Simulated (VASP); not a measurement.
# SnSe2 (P-3m1) in VASP: further runs

The runs below take SnSe2 through relaxation of cell and atoms, with r2SCAN+rVV10, PBE+D3(BJ).

Everything below comes from runs of VASP 6.6.1. Logs are shortened: lines on timing, memory, paths and dates and some standing lists are left out, and cuts for length are marked.

### 1 The crystal as given

Symmetry: P-3m1, No. 164, trigonal system. Conventional cell: a = 3.829 Å, b = 3.829 Å, c = 6.255 Å, α = 90.00°, β = 90.00°, γ = 120.00°. Sn (site symmetry -3m) is surrounded by 6 Se at 2.72 Å. Se (site symmetry 3m) has 3 Sn at 2.72 Å as nearest neighbours.

### 2 Relaxation of cell and atoms, r2SCAN+rVV10

The input, INCAR:

```
PREC     = Accurate       # precision mode
ENCUT    = 600            # plane-wave cutoff, eV
EDIFF    = 1E-7           # SCF threshold, eV
ISMEAR   = 0              # smearing method
SIGMA    = 0.03           # smearing width, eV
LREAL    = F              # projectors in reciprocal space
LASPH    = T              # aspherical terms in the spheres
NELM     = 80             # most SCF steps
ALGO     = Normal         # electronic algorithm
ISIF     = 3              # what is computed and relaxed
LWAVE    = F              # write WAVECAR
LCHARG   = F              # write CHGCAR
METAGGA  = R2SCAN         # meta-GGA
LMIXTAU  = T            
LUSE_VDW = T            
IVDW_NL  = 2            
BPARAM   = 11.95        
CPARAM   = 0.0093       
IBRION   = 2              # ionic algorithm
NSW      = 90             # ionic steps
EDIFFG   = -0.005         # ionic threshold
```

The input, KPOINTS:

```
regular mesh
0
Gamma
  9 9 5
```

The input, POSCAR:

```
SnSe2                                   
1.0
    3.8285995591      0.0000000000     -0.0000000000
   -1.9142997796      3.3156644791     -0.0000000000
    0.0000000000      0.0000000000      6.2550690403
  Sn              Se            
     1     2
Direct
     0.0000000000000000    0.0000000000000000    0.0000000000000000
     0.3333333332999970    0.6666666667000030    0.2521906623044030
     0.6666666667000030    0.3333333332999970    0.7478093376955970
```

Potentials or basis: VASP PAW PBE potentials, release 64 (Sn_d, Se).

Run with:

```
$ cat potpaw_PBE.64/Sn_d/POTCAR potpaw_PBE.64/Se/POTCAR > POTCAR
$ mpirun -np 1 vasp_std > vasp.out
```

OUTCAR:

```text
PREC = Accurate
   ENCUT = 600
   EDIFF = 1E-7
   ISMEAR = 0
   LREAL = F
   LASPH = T
   NELM = 80
   ISIF = 3
   METAGGA = R2SCAN
   IVDW_NL = 2
   BPARAM = 11.95
   IBRION = 2
   NSW = 90
   EDIFFG = -0.005

 ion  position               nearest neighbor table
   1  0.000  0.000  0.000-   2 2.72   3 2.72   3 2.72   2 2.72   3 2.72   2 2.72
   2  0.333  0.667  0.252-   1 2.72   1 2.72   1 2.72
   3  0.667  0.333  0.748-   1 2.72   1 2.72   1 2.72

  LATTYP: Found a hexagonal cell.
 ALAT       =     3.8285995591
 C/A-ratio  =     1.6337746854

  Lattice vectors:

 A1 = (   3.8285995591,   0.0000000000,   0.0000000000)
 A2 = (  -1.9142997796,   3.3156644791,   0.0000000000)
 A3 = (   0.0000000000,   0.0000000000,   6.2550690403)

Analysis of symmetry for initial positions (statically):
=====================================================================
 Subroutine PRICEL returns:
 Original cell was already a primitive cell.

 Routine SETGRP: Setting up the symmetry group for a
 hexagonal supercell.

 Subroutine GETGRP returns: Found 12 space group operations
 (whereof 12 operations were pure point group operations)
 out of a pool of 24 trial point group operations.

The static configuration has the point symmetry D_3d.

Analysis of symmetry for dynamics (positions and initial velocities):
=====================================================================
 Subroutine PRICEL returns:
 Original cell was already a primitive cell.

 Routine SETGRP: Setting up the symmetry group for a
 hexagonal supercell.

 Subroutine GETGRP returns: Found 12 space group operations
 (whereof 12 operations were pure point group operations)
 out of a pool of 24 trial point group operations.

The dynamic configuration has the point symmetry D_3d.

 Subroutine INISYM returns: Found 12 space group operations
 (whereof 12 operations are pure point group operations),
 and found     1 'primitive' translations

----------------------------------------------------------------------------------------

                                     Primitive cell

  volume of cell :      79.4040

  direct lattice vectors                    reciprocal lattice vectors
     3.828599559  0.000000000  0.000000000     0.261192111  0.150799335  0.000000000
    -1.914299780  3.315664479  0.000000000     0.000000000  0.301598671  0.000000000
     0.000000000  0.000000000  6.255069040     0.000000000  0.000000000  0.159870338

  length of vectors
     3.828599559  3.828599559  6.255069040     0.301598671  0.301598671  0.159870338

  position of ions in fractional coordinates (direct lattice)
     0.000000000  0.000000000  0.000000000
     0.333333333  0.666666667  0.252190662
     0.666666667  0.333333333  0.747809338

  ion indices of the primitive-cell ions
   primitive index   ion index
                 1           1
                 2           2
                 3           3

----------------------------------------------------------------------------------------

 KPOINTS: regular mesh

Automatic generation of k-mesh.
 Grid dimensions read from file:
 generate k-points for:    9    9    5

 Generating k-lattice:

  Cartesian coordinates                     Fractional coordinates (reciprocal lattice)
     0.029021346  0.016755482  0.000000000     0.111111111  0.000000000  0.000000000
     0.000000000  0.033510963  0.000000000     0.000000000  0.111111111  0.000000000
     0.000000000  0.000000000  0.031974068     0.000000000  0.000000000  0.200000000

  Length of vectors
     0.033510963  0.033510963  0.031974068

  Shift w.r.t. Gamma in fractional coordinates (k-lattice)
     0.000000000  0.000000000  0.000000000

 Subroutine IBZKPT returns following result:
 ===========================================

 Found     50 irreducible k-points:

 Following reciprocal coordinates:
            Coordinates               Weight
  0.000000  0.000000  0.000000      1.000000
  0.111111 -0.000000  0.000000      6.000000
  0.222222 -0.000000  0.000000      6.000000
  0.333333  0.000000  0.000000      6.000000
  0.444444 -0.000000  0.000000      6.000000
  0.111111  0.111111  0.000000      6.000000
[... 16 lines left out ...]
  0.222222  0.111111  0.200000     12.000000
 -0.111111  0.333333  0.200000     12.000000
 [... further k-points ...]
   k-points           NKPTS =     50   k-points in BZ     NKDIM =     50   number of bands    NBANDS=     17
   number of dos      NEDOS =    301   number of ions     NIONS =      3
   total plane-waves  NPLWV =  51200
   dimension x,y,z NGX =    32 NGY =   32 NGZ =   50
   dimension x,y,z NGXF=    64 NGYF=   64 NGZF=  100
   ions per type =               1   2
   NGX,Y,Z   is equivalent  to a cutoff of  13.90, 13.90, 13.29 a.u.
   NGXF,Y,Z  is equivalent  to a cutoff of  27.79, 27.79, 26.58 a.u.
 SYSTEM =  unknown system
   PREC   = accura    normal or accurate (medium, high low for compatibility)
   ISTART =      0    job   : 0-new  1-cont  2-samecut
   ICHARG =      2    charge: 1-file 2-atom 10-const
   ISPIN  =      1    spin polarized calculation?
   LNONCOLLINEAR =      F non collinear calculations
   LSORBIT =      F    spin-orbit coupling
   LASPH  =      T    aspherical Exc in radial PAW
   ENCUT  =  600.0 eV  44.10 Ry    6.64 a.u.   7.65  7.65 12.49*2*pi/ulx,y,z
   NELM   =     80;   NELMIN=  2; NELMDL= -5     # of ELM steps
   EDIFF  = 0.1E-06   stopping-criterion for ELM
   LREAL  =      F    real-space projection
   EDIFFG = -.5E-02   stopping-criterion for IOM
   NSW    =     90    number of steps for IOM
   IBRION =      2    ionic relax: 0-MD 1-quasi-New 2-CG
   NFREE  =      1    steps in history (QN), initial steepest desc. (CG)
   ISIF   =      3    stress and relaxation
   ISYM   =      2    0-nonsym 1-usesym 2-fastsym
   POTIM  = 0.5000    time-step for ionic-motion
   TEBEG  =    0.0;   TEEND  =   0.0 temperature during run
   PSTRESS=    0.0 pullay stress
   NELECT =      26.0000    total number of electrons
   NUPDOWN=      -1.0000    fix difference up-down
   EMIN   =  10.00;   EMAX   =-10.00  energy-range for DOS
   EFERMI =   0.00;   METHOD = LEGACY
   ISMEAR =     0;   SIGMA  =   0.03  broadening in eV -4-tet -1-fermi 0-gaus
   EFERMI_NEDOS =   21; number of points for ismear=-14 and -15
   IALGO  =     38    algorithm
   IMIX   =      4    mixing-type and parameters
     AMIX     =   0.40;   BMIX     =  1.00
     AMIX_MAG =   1.60;   BMIX_MAG =  1.00
  volume/ion in A,a.u.               =      26.47       178.61
  Fermi-wavevector in a.u.,A,eV,Ry     =   1.128371  2.132311 17.323211  1.273220
  Thomas-Fermi vector in A             =   2.265060
   LORBIT       =      0    0 simple, 1 ext, 2 COOP (PROOUT), +10 PAW based schemes
   METAGGA = R2SCAN    functional components
   LHFCALC =     F    Hartree Fock is set to
   AEXX    =    0.0000 exact exchange contribution
   IVDW_NL    =     2    kernel type
   BPARAM     =11.9500
   IVDW    =     0    specifies the selected vdW correction
   LEPSILON=     F    determine dielectric tensor
   LRPA    =     F    only Hartree local field effects (RPA)
 conjugate gradient relaxation of ions
 non-spin polarized calculation
 Gauss-broadening in eV      SIGMA  =   0.03
  energy-cutoff  :      600.00
  volume of cell :       79.40
 maximum number of plane-waves:      2677
 NGX is ok and might be reduce to    32
   NGX = 15   NGY = 15   NGZ = 25

--------------------------------------- Ionic step        1  -------------------------------------------

 number of electron      26.0000004 magnetization

 Free energy of the ion-electron system (eV)
  ---------------------------------------------------
  ext. energy  EPLUGINS =         0.00000000
  ---------------------------------------------------
  free energy    TOTEN  =       -53.97952079 eV

  energy without entropy =      -53.97952079  energy(sigma->0) =      -53.97952079

------------------------ aborting loop because EDIFF is reached ----------------------------------------

  FORCE on cell =-STRESS in cart. coord.  units (eV):
  Direction    XX          YY          ZZ          XY          YZ          ZX
  --------------------------------------------------------------------------------------
  -------------------------------------------------------------------------------------
  Total        0.0152326      0.0152326     -0.0038688     -0.0000000      0.0000000      0.0000000
  in kB        0.3073561      0.3073561     -0.0780626     -0.0000000      0.0000000      0.0000000
  external PRESSURE =       0.1788832 kB  Pullay stress =       0.0000000 kB
[... 281 lines left out ...]
  energy  without entropy=      -53.9795633383  energy(sigma->0) =      -53.97956334

--------------------------------------- Ionic step        9  -------------------------------------------

 number of electron      26.0000003 magnetization

 Free energy of the ion-electron system (eV)
  ---------------------------------------------------
  ext. energy  EPLUGINS =         0.00000000
  ---------------------------------------------------
  free energy    TOTEN  =       -53.97956677 eV

  energy without entropy =      -53.97956677  energy(sigma->0) =      -53.97956677

 E-fermi :   3.7833     XC(G=0):  -9.9580

 val. band max:        3.5722545281   @ k =   0.1111   0.1111   0.0000
 cond. band min:       4.5106435199   @ k =   0.0000   0.4444   0.4000
 fundamental gap:      0.9383889917
 Fermi energy:         3.7833236431

 k-point     1 :       0.0000    0.0000    0.0000
  band No.  band energies     occupation
      1     -18.2683      2.00000
      2     -18.2683      2.00000
      3     -18.2121      2.00000
      4     -18.2047      2.00000
      5     -18.2047      2.00000
      6     -10.6614      2.00000
[... 9 lines left out ...]
     16       8.6254      0.00000
     17       8.6254      0.00000
[... 443 lines left out ...]
      1     -18.3005      2.00000
      2     -18.2559      2.00000
      3     -18.2159      2.00000
      4     -18.2003      2.00000
      5     -18.1877      2.00000
      6      -9.8030      2.00000
[... 9 lines left out ...]
     16       9.1260      0.00000
     17      10.4812      0.00000

 [... further k-points ...]

------------------------ aborting loop because EDIFF is reached ----------------------------------------

  FORCE on cell =-STRESS in cart. coord.  units (eV):
  Direction    XX          YY          ZZ          XY          YZ          ZX
  --------------------------------------------------------------------------------------
  -------------------------------------------------------------------------------------
  Total       -0.0092049     -0.0092049     -0.0010066      0.0000000     -0.0000000     -0.0000000
  in kB       -0.1860609     -0.1860609     -0.0203458      0.0000000     -0.0000000     -0.0000000
  external PRESSURE =      -0.1308225 kB  Pullay stress =       0.0000000 kB
[... 18 lines left out ...]
  FREE ENERGIE OF THE ION-ELECTRON SYSTEM (eV)
  ---------------------------------------------------
  free  energy   TOTEN  =       -53.9795667723 eV

  energy  without entropy=      -53.9795667723  energy(sigma->0) =      -53.97956677

 reached required accuracy - stopping structural energy minimisation
```

Wall time 24 min (1 thread of Intel Xeon 6975P-C (Granite Rapids), shared host); peak memory 0.49 GiB.

Results:

```yaml
Free_energy: -53.9796 eV
Relaxed_volume: 26.42 Å³/atom
Relaxed_cell: a = 3.830 Å, b = 3.830 Å, c = 6.239 Å, α = 90.00°, β = 90.00°, γ = 120.00°
Space_group_after_relaxing_to_0.05_Å: P-3m1 (No. 164)
Energy_gained_by_relaxing: 0.0 meV/atom
Ionic_steps: 9
Pressure_after_relaxing: 0.0 GPa
Band_gap_on_the_k_mesh: 0.94 eV, indirect (least direct gap 1.49 eV)
```

Final structure:
```yaml
crystal:
  lattice:
    - [3.83028, 0.00000, 0.00000]
    - [-1.91514, 3.31712, 0.00000]
    - [0.00000, 0.00000, 6.23852]
  atoms:
    - { symbol: Sn, position: [0.00000, 0.00000, 0.00000] }
    - { symbol: Se, position: [0.33333, 0.66667, 0.25287] }
    - { symbol: Se, position: [0.66667, 0.33333, 0.74713] }
```

Levels at points of the mesh, in eV from the valence-band top:
| k point | band 9 | band 10 | band 11 | band 12 | band 13 | band 14 | band 15 | band 16 | band 17 |
| --- | --- | --- | --- | --- | --- | --- | --- | --- | --- |
| (0.00, 0.00, 0.00) | -0.57 | -0.57 | -0.29 | -0.29 | -0.09 | 1.40 | 3.55 | 5.05 | 5.05 |

Caveat: the PAW data sets were made with another functional, which shifts forces and pressure a little; spin-orbit coupling is left out, which moves the levels of the heavy elements; an odd mesh through Γ misses points on the zone boundary, where band edges often lie.

### 3 Relaxation of cell and atoms, PBE+D3(BJ)

This run uses another cell than the first one, of 25.73 Å³/atom, 0.972 times its volume.

The input, INCAR:

```
ALGO = Normal ; EDIFF = 1E-6
EDIFFG = -0.01 ; ENCUT = 600
GGA = PE ; IBRION = 2
ISIF = 3 ; ISMEAR = 0
IVDW = 12 ; KPAR = 2
LASPH = True ; LCHARG = False
LREAL = False ; LWAVE = False
NELM = 80 ; NSW = 90
PREC = Accurate ; SIGMA = 0.03
```

The input, KPOINTS:

```
k-points
0
Gamma
  9 9 5
```

The input, POSCAR:

```
SnSe2
1.0
    3.8110000000      0.0000000000      0.0000000000
   -1.9055000000      3.3004228138      0.0000000000
    0.0000000000      0.0000000000      6.1360000000
Sn Se
1 2
Direct
    0.0000000000      0.0000000000      0.0000000000
    0.3333333333      0.6666666667      0.2490000000
    0.6666666667      0.3333333333      0.7510000000
```

Potentials or basis: VASP PAW PBE potentials, release 64 (Sn_d, Se).

Run with:

```
$ cat potpaw_PBE.64/Sn_d/POTCAR potpaw_PBE.64/Se/POTCAR > POTCAR
$ mpirun -np 2 vasp_std > vasp.out
```

Wall time 2.5 min (2 MPI ranks of Intel Xeon 6975P-C (Granite Rapids), shared host); peak memory 0.26 GiB.

It converged, with:

```
Free energy                            : -12.8977 eV
Relaxed volume                         : 25.57 Å³/atom
Relaxed cell                           : a = 3.839 Å, b = 3.839 Å, c = 6.009 Å, α = 90.00°, β = 90.00°, γ = 120.00°
Space group after relaxing (to 0.05 Å) : P-3m1 (No. 164)
Energy gained by relaxing              : 22.5 meV/atom
Ionic steps                            : 15
Pressure after relaxing                : 0.0 GPa
Largest force after relaxing           : 0.009 eV/Å
Band gap on the k mesh                 : 0.43 eV, indirect (least direct gap 0.82 eV)
Dispersion energy per atom             : -0.364 eV
```

Forces in eV/Å, atoms in the order of the input:
```
Sn   0.000  0.000  0.000
Se   0.000  0.000 -0.009
Se   0.000  0.000  0.009
```

Stress tensor (GPa, compression positive):
```
 0.05  0.00  0.00
 0.00  0.05  0.00
 0.00  0.00 -0.04
```

The path:
| step | energy change (eV) | largest force (eV/Å) | pressure (GPa) | volume (Å³) |
| --- | --- | --- | --- | --- |
| 1 | 0.0000 | 0.8170 | 3.32 | 77.18 |
| 2 | -0.0197 | 0.2899 | -2.87 | 83.28 |
| 3 | -0.0517 | 0.1634 | -0.43 | 80.49 |
| 4 | -0.0517 | 0.1750 | -0.35 | 80.42 |
| 5 | -0.0556 | 0.1286 | -0.22 | 79.88 |
| 6 | -0.0575 | 0.0774 | -0.05 | 79.31 |
| 7 | -0.0576 | 0.0634 | 0.00 | 79.15 |
| 8 | -0.0596 | 0.0466 | -0.06 | 78.93 |
| 9 | -0.0641 | 0.0019 | -0.24 | 78.26 |
| 10 | -0.0665 | 0.0943 | -0.45 | 76.89 |
| 11 | -0.0668 | 0.0664 | -0.38 | 77.28 |
| 12 | -0.0669 | 0.0461 | 0.41 | 76.18 |
| 13 | -0.0675 | 0.0072 | 0.05 | 76.70 |
| 14 | -0.0675 | 0.0101 | 0.00 | 76.73 |
| 15 | -0.0675 | 0.0087 | 0.02 | 76.71 |

Final structure:
```
Sn Se
1.0
     3.83942    0.00000    0.00000
    -1.91971    3.32504    0.00000
     0.00000    0.00000    6.00918
Sn Se
1 2
Direct
  0.00000 0.00000 0.00000
  0.33333 0.66667 0.26558
  0.66667 0.33333 0.73442
```

Levels at points of the mesh, in eV from the valence-band top:
```tsv
k point	band 11	band 12	band 13	band 14	band 15	band 16
(0.00, 0.00, 0.00)	-0.54	-0.54	-0.10	0.71	2.94	4.50
```

Caveat: spin-orbit coupling is left out, which moves the levels of the heavy elements; an odd mesh through Γ misses points on the zone boundary, where band edges often lie.

### 4 Relaxation of cell and atoms, PBE+D3(BJ)

This run uses another cell than the first one, of 25.57 Å³/atom, 0.966 times its volume.

Edit INCAR of step 3 so:

```diff
@@ -1,3 +1,3 @@
-ALGO = Normal ; EDIFF = 1E-6
-EDIFFG = -0.01 ; ENCUT = 600
+ALGO = Normal ; EDIFF = 1E-7
+EDIFFG = -0.005 ; ENCUT = 600
 GGA = PE ; IBRION = 2
```

KPOINTS is that of step 3.

The input, POSCAR:

```
SnSe2                                   
1.0
    3.8394217831     -0.0000000000     -0.0000000000
   -1.9197108915      3.3250368000     -0.0000000000
   -0.0000000000      0.0000000000      6.0091818213
  Sn              Se            
     1     2
Direct
     0.0000000000000000    0.0000000000000000    0.0000000000000000
     0.3333333332999970    0.6666666667000030    0.2655766686425288
     0.6666666667000030    0.3333333332999970    0.7344233313574713
```

Run with:

```
$ cat potpaw_PBE.64/Sn_d/POTCAR potpaw_PBE.64/Se/POTCAR > POTCAR
$ mpirun -np 2 vasp_std > vasp.out
```

It took 25 s on 2 MPI ranks of Intel Xeon 6975P-C (Granite Rapids), shared host; peak memory 0.26 GiB.

It converged, with:

* Free energy: -12.8977 eV
* Relaxed volume: 25.58 Å³/atom
* Relaxed cell: a = 3.841 Å, b = 3.841 Å, c = 6.007 Å, α = 90.00°, β = 90.00°, γ = 120.00°
* Space group after relaxing (to 0.05 Å): P-3m1 (No. 164)
* Energy gained by relaxing: 0.0 meV/atom
* Ionic steps: 2
* Pressure after relaxing: 0.0 GPa
* Largest force after relaxing: 0.004 eV/Å
* Band gap on the k mesh: 0.43 eV, indirect (least direct gap 0.81 eV)
* Dispersion energy per atom: -0.364 eV

Forces in eV/Å, atoms in the order of the input:
```
Sn   0.000  0.000  0.000
Se   0.000  0.000 -0.004
Se   0.000  0.000  0.004
```

Final structure:
```xyz
3
Lattice="3.8408 0.0000 0.0000 -1.9204 3.3263 0.0000 0.0000 0.0000 6.0073" Properties=species:S:1:pos:R:3 pbc="T T T"
Sn    3.8408    0.0000    0.0000
Se    0.0000    2.2175    1.5950
Se    1.9204    1.1088    4.4123
```

Levels at points of the mesh, in eV from the valence-band top:
```
           k point  band 9  band 10  band 11  band 12  band 13  band 14  band 15  band 16  band 17
(0.00, 0.00, 0.00)   -0.70    -0.70    -0.54    -0.54    -0.10     0.71     2.93     4.49     4.49
```

Caveat: spin-orbit coupling is left out, which moves the levels of the heavy elements; an odd mesh through Γ misses points on the zone boundary, where band edges often lie.
